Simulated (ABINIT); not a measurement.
# GaAs (F-43m) in ABINIT: a series of runs

One crystal, GaAs, is run at these levels: PBEsol, PBE; tasks: single point.

All numbers are computed with ABINIT 10.8.3 (patched build); they aren't measurements. Logs are shortened: lines on timing, memory, paths and dates and some standing lists are left out, and cuts for length are marked. The log counts tension as positive stress, the text compression.

**Experimental background.**

“Evidence of valence band perturbations in GaAsN/GaAs(001): A combined variable-angle spectroscopic ellipsometry and modulated photoreflectance investigation”, 2008, arxiv:0805.2212 reports, for a bulk crystal of GaAs at 300 K: band gap 1.418 ± 0.005 eV (direct); band gap 1.412 ± 0.01 eV (direct).

The results are compared with them further down.

### Step 1. The crystal as given

Symmetry: F-43m, No. 216, cubic system. Conventional cell: a = 5.654 Å, b = 5.654 Å, c = 5.654 Å, α = 90.00°, β = 90.00°, γ = 90.00°. As (site symmetry -43m) is surrounded by 4 Ga at 2.45 Å. Around Ga (site symmetry -43m) lie 4 As at 2.45 Å.

### Step 2. Single point, PBEsol

The input, run.abi:

```
# Pseudopotentials
pp_dirpath "./"
pseudos "As.upf, Ga.upf"

# Structure
acell 3*1.0 Angstrom
rprim
     0.0000000000     2.8268500000     2.8268500000
     2.8268500000     0.0000000000     2.8268500000
     2.8268500000     2.8268500000     0.0000000000
ntypat 2
znucl 33 31
natom 2
typat 1 2
xcart
     8.0129584431     8.0129584431     8.0129584431
     0.0000000000     0.0000000000     0.0000000000

# Plane-wave basis
ecut 38.0

# k points
kptopt 1
ngkpt 6 6 6
nshiftk 1
shiftk 0.0 0.0 0.0

# Exchange and correlation
ixc -116133

# Bands and occupations
nband 18
occopt 3
tsmear 0.05 eV

# SCF cycle
nstep 100
tolvrs 1.0e-10

# Output
iomode 3
prtwf 0
prtden 0
prteig 0
prtebands 0
enunit 1
```

Potentials or basis: PseudoDojo NC SR PBEsol v0.4.1 standard.

On the command line:

```bash
> abinit run.abi > log 2>&1
```

run.abo:

```text
.Version 10.8.3 of ABINIT
 Symmetries : space group F-4 3 m (#216); Bravais cF (face-center cubic)
================================================================================
 Values of the parameters that define the memory need of the present run
     intxc =       0    ionmov =       0      iscf =       7    lmnmax =       6
     lnmax =       6     mgfft =      45  mpssoang =       3    mqgrid =    3001
     natom =       2  nloc_mem =       1    nspden =       1   nspinor =       1
    nsppol =       1      nsym =      24    n1xccc =    2501    ntypat =       2
    occopt =       3   xclevel =       2
       mpw =        3428          nfft =       91125          nkpt =          16
================================================================================
================================================================================

--------------------------------------------------------------------------------
------------- Echo of variables that govern the present computation ------------
--------------------------------------------------------------------------------
 -outvars: echo values of preprocessed input variables --------
            acell      1.8897261259E+00  1.8897261259E+00  1.8897261259E+00 Bohr
              amu      7.49215900E+01  6.97230000E+01
             ecut      3.80000000E+01 Hartree
           enunit           1
              ixc     -116133
         kptrlatt        6    0    0      0    6    0      0    0    6
          kptrlen      4.53281381E+01
            natom           2
            nband          18
            ngfft          45      45      45
             nkpt          16
            nstep         100
             nsym          24
           ntypat           2
           occopt           3
           prtden           0
        prtebands           0
           prteig           0
            prtwf           0
            rprim      0.0000000000E+00  2.8268500000E+00  2.8268500000E+00
                       2.8268500000E+00  0.0000000000E+00  2.8268500000E+00
                       2.8268500000E+00  2.8268500000E+00  0.0000000000E+00
          spgroup         216
           tolvrs      1.00000000E-10
           tsmear      1.83746611E-03 Hartree
            typat      1  2
           xangst      4.2402749971E+00  4.2402749971E+00  4.2402749971E+00
                      -2.8753484538E-09 -2.8753484538E-09 -2.8753484538E-09
            xcart      8.0129584431E+00  8.0129584431E+00  8.0129584431E+00
                      -5.4336210943E-09 -5.4336210943E-09 -5.4336210943E-09
             xred      7.4999999949E-01  7.4999999949E-01  7.4999999949E-01
                      -5.0857817957E-10 -5.0857817957E-10 -5.0857817957E-10
            znucl       33.00000   31.00000

================================================================================

 chkinp: Checking input parameters for consistency.

================================================================================
== DATASET  1 ==================================================================

--- !DatasetInfo
iteration_state: {dtset: 1, }
dimensions: {natom: 2, nkpt: 16, mband: 18, nsppol: 1, nspinor: 1, nspden: 1, mpw: 3428, }
cutoff_energies: {ecut:  38.0, pawecutdg:  -1.0, }
electrons: {nelect:   2.80000000E+01, charge:   0.00000000E+00, occopt:   3.00000000E+00, tsmear:   1.83746611E-03, }
meta: {optdriver: 0, ionmov: 0, optcell: 0, iscf: 7, paral_kgb: 0, }
...

 Real(R)+Recip(G) space primitive vectors, cartesian coordinates (Bohr,Bohr^-1):
 R(1)=  0.0000000  5.3419723  5.3419723  G(1)= -0.0935984  0.0935984  0.0935984
 R(2)=  5.3419723  0.0000000  5.3419723  G(2)=  0.0935984 -0.0935984  0.0935984
 R(3)=  5.3419723  5.3419723  0.0000000  G(3)=  0.0935984  0.0935984 -0.0935984
 Unit cell volume ucvol=  3.0488418E+02 bohr^3
 Angles (23,13,12)=  6.00000000E+01  6.00000000E+01  6.00000000E+01 degrees

 getcut: wavevector=  0.0000  0.0000  0.0000  ngfft=  45  45  45
         ecut(hartree)=     38.000   => boxcut(ratio)=   2.09884

--- Pseudopotential description ------------------------------------------------
- pspini: atom type   1  psp file is ./As.upf
12 -116133 2 -1 1342                          pspcod,pspxc,lmax,lloc,mmax
     nproj     2     2     2

- pspini: atom type   2  psp file is ./Ga.upf
12 -116133 2 -1 1902                          pspcod,pspxc,lmax,lloc,mmax
     nproj     2     2     2

   1.49243481E+03                                ecore*ucvol(ha*bohr**3)
--------------------------------------------------------------------------------

================================================================================

--- !BeginCycle
iteration_state: {dtset: 1, }
solver: {iscf: 7, nstep: 100, nline: 4, wfoptalg: 0, }
tolerances: {tolvrs: 1.00E-10, }
...

     iter   Etot(hartree)      deltaE(h)  residm     vres2
 ETOT  1  -178.53237760253    -1.785E+02 9.862E-01 4.008E+03
 ETOT  2  -181.61148225977    -3.079E+00 7.792E-02 5.652E+03
 ETOT  3  -182.17584137810    -5.644E-01 6.629E-02 1.051E+03
 ETOT  4  -182.24569303981    -6.985E-02 1.185E-02 4.997E+02
 ETOT  5  -182.29000317220    -4.431E-02 1.971E-03 1.318E+02
 ETOT  6  -182.30516956207    -1.517E-02 5.548E-04 7.659E+00
 ETOT  7  -182.30606255215    -8.930E-04 3.641E-04 4.272E-01
 ETOT  8  -182.30611723831    -5.469E-05 1.922E-05 4.182E-04
 ETOT  9  -182.30611715382     8.449E-08 5.567E-05 1.574E-03
 ETOT 10  -182.30611736967    -2.159E-07 2.157E-06 6.482E-07
 ETOT 11  -182.30611736992    -2.443E-10 1.794E-05 1.360E-08
 ETOT 12  -182.30611736992     6.537E-13 8.005E-07 9.951E-09
 ETOT 13  -182.30611736992    -2.188E-12 5.919E-06 6.296E-11

 At SCF step   13       vres2   =  6.30E-11 < tolvrs=  1.00E-10 =>converged.

 Cartesian components of stress tensor (hartree/bohr^3)
  sigma(1 1)=  2.55556666E-05  sigma(3 2)=  0.00000000E+00
  sigma(2 2)=  2.55556666E-05  sigma(3 1)=  0.00000000E+00
  sigma(3 3)=  2.55556666E-05  sigma(2 1)=  0.00000000E+00

--- !ResultsGS
iteration_state: {dtset: 1, }
comment   : Summary of ground state results
lattice_vectors:
- [  0.0000000,   5.3419723,   5.3419723, ]
- [  5.3419723,   0.0000000,   5.3419723, ]
- [  5.3419723,   5.3419723,   0.0000000, ]
lattice_lengths: [   7.55469,    7.55469,    7.55469, ]
lattice_angles: [ 60.000,  60.000,  60.000, ] # degrees, (23, 13, 12)
lattice_volume:   3.0488418E+02
convergence: {deltae: -2.188E-12, res2:  6.296E-11, residm:  5.919E-06, diffor: null, }
etotal    :  -1.82306117E+02
entropy   :   0.00000000E+00
fermie    :   1.53052404E-01
cartesian_stress_tensor: # hartree/bohr^3
- [  2.55556666E-05,   0.00000000E+00,   0.00000000E+00, ]
- [  0.00000000E+00,   2.55556666E-05,   0.00000000E+00, ]
- [  0.00000000E+00,   0.00000000E+00,   2.55556666E-05, ]
pressure_GPa:  -7.5187E-01
xred      :
- [  7.5000E-01,   7.5000E-01,   7.5000E-01, As]
- [ -5.0858E-10,  -5.0858E-10,  -5.0858E-10, Ga]
cartesian_forces: # hartree/bohr
- [ -0.00000000E+00,  -0.00000000E+00,  -0.00000000E+00, ]
- [ -0.00000000E+00,  -0.00000000E+00,  -0.00000000E+00, ]
force_length_stats: {min:   0.00000000E+00, max:   0.00000000E+00, mean:   0.00000000E+00, }
...

 Integrated electronic density in atomic spheres:
 ------------------------------------------------
 Atom  Sphere_radius  Integrated_density
    1        2.00000         12.37085607
    2        2.00000         10.81951416
================================================================================

 ----iterations are completed or convergence reached----

 Mean square residual over all n,k,spin=   22.371E-09; max=  59.186E-07
 reduced coordinates (array xred) for    2 atoms
       0.749999999491      0.749999999491      0.749999999491
      -0.000000000509     -0.000000000509     -0.000000000509
 rms dE/dt=  0.0000E+00; max dE/dt=  0.0000E+00; dE/dt below (all hartree)
    1       0.000000000000      0.000000000000      0.000000000000
    2       0.000000000000      0.000000000000      0.000000000000

 cartesian coordinates (angstrom) at end:
    1      4.24027499712465     4.24027499712465     4.24027499712465
    2     -0.00000000287535    -0.00000000287535    -0.00000000287535

 cartesian forces (hartree/bohr) at end:
    1     -0.00000000000000    -0.00000000000000    -0.00000000000000
    2     -0.00000000000000    -0.00000000000000    -0.00000000000000
 frms,max,avg= 0.0000000E+00 0.0000000E+00   0.000E+00  0.000E+00  0.000E+00 h/b

 cartesian forces (eV/Angstrom) at end:
    1     -0.00000000000000    -0.00000000000000    -0.00000000000000
    2     -0.00000000000000    -0.00000000000000    -0.00000000000000
 frms,max,avg= 0.0000000E+00 0.0000000E+00   0.000E+00  0.000E+00  0.000E+00 e/A
 length scales=  1.889726125908  1.889726125908  1.889726125908 bohr
              =  1.000000000000  1.000000000000  1.000000000000 angstroms
 Fermi (or HOMO) energy (eV) =   4.16477   Average Vxc (eV)= -10.18067
 Eigenvalues (   eV  ) for nkpt=  16  k points:
 kpt#   1, nband= 18, wtk=  0.00463, kpt=  0.0000  0.0000  0.0000 (reduced coord)
 -31.29896  -31.29896  -31.29896  -31.28915  -31.28915  -10.89767  -10.89767  -10.89767
 -10.81931  -10.81931   -8.83570    3.91752    3.91752    3.91752    4.35624    7.61964
   7.61964    7.61964
 prteigrs : prtvol=0 or 1, do not print more k-points.

--- !EnergyTerms
iteration_state     : {dtset: 1, }
comment             : Components of total free energy in Hartree
kinetic             :  1.38792668844242E+02
hartree             :  5.73003964654561E+01
xc                  : -4.42342978975266E+01
Ewald energy        : -9.91764168217229E+01
psp_core            :  4.89508772439145E+00
local_psp           : -1.49610891175372E+02
non_local_psp       : -9.02726605980509E+01
internal            : -1.82306113458583E+02
'-kT*entropy'       : -3.91133773798781E-06
total_energy        : -1.82306117369920E+02
total_energy_eV     : -4.96080217475805E+03
band_energy         : -1.59020644570944E+01
...

 Cartesian components of stress tensor (hartree/bohr^3)
  sigma(1 1)=  2.55556666E-05  sigma(3 2)=  0.00000000E+00
  sigma(2 2)=  2.55556666E-05  sigma(3 1)=  0.00000000E+00
  sigma(3 3)=  2.55556666E-05  sigma(2 1)=  0.00000000E+00

-Cartesian components of stress tensor (GPa)         [Pressure= -7.5187E-01 GPa]
- sigma(1 1)=  7.51873669E-01  sigma(3 2)=  0.00000000E+00
- sigma(2 2)=  7.51873669E-01  sigma(3 1)=  0.00000000E+00
- sigma(3 3)=  7.51873669E-01  sigma(2 1)=  0.00000000E+00

== END DATASET(S) ==============================================================
================================================================================

 -outvars: echo values of variables after computation  --------
            acell      1.8897261259E+00  1.8897261259E+00  1.8897261259E+00 Bohr
           etotal     -1.8230611737E+02
            fcart     -0.0000000000E+00 -0.0000000000E+00 -0.0000000000E+00
                      -0.0000000000E+00 -0.0000000000E+00 -0.0000000000E+00
            rprim      0.0000000000E+00  2.8268500000E+00  2.8268500000E+00
                       2.8268500000E+00  0.0000000000E+00  2.8268500000E+00
                       2.8268500000E+00  2.8268500000E+00  0.0000000000E+00
           strten      2.5555666561E-05  2.5555666561E-05  2.5555666561E-05
                       0.0000000000E+00  0.0000000000E+00  0.0000000000E+00
           xangst      4.2402749971E+00  4.2402749971E+00  4.2402749971E+00
                      -2.8753484538E-09 -2.8753484538E-09 -2.8753484538E-09
             xred      7.4999999949E-01  7.4999999949E-01  7.4999999949E-01
                      -5.0857817957E-10 -5.0857817957E-10 -5.0857817957E-10
 Calculation completed.
```

It took 55 s on 1 thread of Intel Xeon at 2.70GHz, shared host; peak memory 0.09 GiB.

Results:

```
Free energy                                           : -4960.8022 eV
Pressure                                              : -0.8 GPa
Band gap on the k mesh                                : 0.44 eV, direct
Valence electrons inside the program's atomic spheres : As 12.37; Ga 10.82
```

### Step 3. Single point, PBE

The input, run.abi:

```
# Pseudopotentials
pp_dirpath "./"
pseudos "As.GGA_PBE-JTH.xml, Ga.GGA_PBE-JTH.xml"

# Structure
acell 3*1.0
rprim
     0.0000000000     5.3419722954     5.3419722954
     5.3419722954     0.0000000000     5.3419722954
     5.3419722954     5.3419722954     0.0000000000
ntypat 2
znucl 33 31
natom 2
typat 1 2
xcart
     4.2402750000     4.2402750000     4.2402750000
     0.0000000000     0.0000000000     0.0000000000 Angstrom

# Plane-wave basis
ecut 13.0
pawecutdg 26.0

# k points
kptopt 1
ngkpt 6 6 6
nshiftk 1
shiftk 0.0 0.0 0.0

# Exchange and correlation
ixc 11

# Bands and occupations
nband 18
occopt 3
tsmear 0.05 eV

# SCF cycle
nstep 100
tolvrs 1.0e-9

# Output
iomode 3
prtwf 0
prtden 0
prteig 0
prtebands 0
enunit 2
prtvol 2
```

Potentials or basis: JTH PAW PBE v2.0.

On the command line:

```bash
> abinit run.abi > log 2>&1
```

Wall time 12 s (1 thread of Intel Xeon at 2.70GHz, shared host); peak memory 0.09 GiB.

The run converged. Its results:

| Property | Result |
| --- | --- |
| Free energy | -5250.9961 eV |
| Pressure | 3.1 GPa |
| Band gap on the k mesh | 0.51 eV, direct |
| Valence electrons inside the program's atomic spheres | As 12.72; Ga 11.07 |

Levels at points of the mesh, in eV from the valence-band top:
| k point | band 11 | band 12 | band 13 | band 14 | band 15 | band 16 | band 17 | band 18 |
| --- | --- | --- | --- | --- | --- | --- | --- | --- |
| (0.00, 0.00, 0.00) | -12.73 | 0.00 | 0.00 | 0.00 | 0.51 | 3.73 | 3.73 | 3.73 |
| (0.50, 0.00, 0.00) | -10.96 | -6.64 | -1.14 | -1.14 | 1.00 | 4.64 | 4.64 | 7.75 |
| (0.50, 0.50, 0.00) | -10.23 | -6.81 | -2.68 | -2.68 | 1.46 | 1.66 | 10.17 | 10.17 |

### Step 4. Comparison with measurements

Step 2. Measured gap of GaAs: 1.418 eV (direct; 300 K; “Evidence of valence band perturbations in GaAsN/GaAs(001): A combined variable-angle spectroscopic ellipsometry and modulated photoreflectance investigation”, 2008, arxiv:0805.2212). This calculation gives 0.44 eV (-0.98 eV). 3 values of this kind are on record (1.412 to 1.51 eV); this one was drawn at random among those near their median, those with a stated uncertainty first. Spin-orbit coupling on As, Ga is left out. The value is that of PBEsol on a finite k mesh, which can miss the band edges, without temperature or zero-point motion. Semilocal functionals fall short of measured gaps as a rule.

Step 3. A measured gap of GaAs is 1.412 eV (direct; 300 K; “Evidence of valence band perturbations in GaAsN/GaAs(001): A combined variable-angle spectroscopic ellipsometry and modulated photoreflectance investigation”, 2008, arxiv:0805.2212); the calculated 0.51 eV misses it by -0.91 eV. 3 values of this kind are on record (1.412 to 1.51 eV); this one was drawn at random among those near their median, those with a stated uncertainty first. Spin-orbit coupling on As, Ga is left out. The value is that of PBE on a finite k mesh, which can miss the band edges, without temperature or zero-point motion. Semilocal functionals fall short of measured gaps as a rule.
